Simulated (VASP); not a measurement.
# MgS: molecular dynamics with the cell free or held by constraints

MgS, Fm-3m (no. 225), 8 atoms in the cell. PBE, constrained or biased molecular dynamics; PAW potentials S, Mg (PBE set).

| Held coordinates | Spread of the volume (Å³) | Time (s) |
|---|---|---|
| none | 0.12 | 50 |
| volume held, shape free | 0.00 | 45 |
| angles held, lengths free | 0.12 | 44 |
| lengths in step, angles held | 0.70 | 43 |

Limits: each run has its own random start, so only a spread that vanishes tells of a constraint; the run is only 0.12 ps long, so its averages are rough.

## Input of the first row

INCAR:
```
SYSTEM = MgS
ALGO     = Normal         ! electronic algorithm
EDIFF    = 1E-5           ! SCF threshold, eV
ENCUT    = 360            ! plane-wave cutoff, eV
IBRION   = 0              ! ionic algorithm
ISIF     = 3              ! what is computed and relaxed
ISMEAR   = 0              ! smearing method
ISYM     = 0            
LANGEVIN_GAMMA= 10 10        
LANGEVIN_GAMMA_L= 10           
LCHARG   = .FALSE.        ! write CHGCAR
LREAL    = .FALSE.        ! projectors in reciprocal space
LWAVE    = .FALSE.        ! write WAVECAR
MDALGO   = 3            
NELMIN   = 4            
NSW      = 60             ! ionic steps
PMASS    = 1000         
POTIM    = 2.0            ! step
PREC     = Normal         ! precision mode
RANDOM_SEED= 917385 0 0   
SIGMA    = 0.05           ! smearing width, eV
TEBEG    = 300           
```

KPOINTS:
```
k-points
0
Gamma
  3 3 3
```

POSCAR:
```
MgS
1.0
    5.2033000000      0.0000000000      0.0000000000
    0.0000000000      5.2033000000      0.0000000000
    0.0000000000      0.0000000000      5.2033000000
S Mg
4 4
Direct
    0.5000000000      0.0000000000      0.0000000000
    0.5000000000      0.5000000000      0.5000000000
    0.0000000000      0.0000000000      0.5000000000
    0.0000000000      0.5000000000      0.0000000000
    0.0000000000      0.0000000000      0.0000000000
    0.0000000000      0.5000000000      0.5000000000
    0.5000000000      0.0000000000      0.5000000000
    0.5000000000      0.5000000000      0.0000000000
```

Commands:
```
cat potpaw_PBE.64/S/POTCAR potpaw_PBE.64/Mg/POTCAR > POTCAR
mpirun -np 4 vasp_std > vasp.out
```

ICONST of row 4:
```
LA 1 2 0
LA 1 3 0
LA 2 3 0
LR 1 0
LR 2 0
LR 3 0
S 1.0 0.0 0.0 0.0 0.0 0.0 0
S 0.0 1.0 0.0 0.0 0.0 0.0 0
S 0.0 0.0 1.0 0.0 0.0 0.0 0
S 0 0 0 1 -1 0 0
S 0 0 0 1 0 -1 0
```

VASP 6.6.1 took 50 s on 4 cores (Intel Xeon 6975P-C (Granite Rapids)), a shared host.
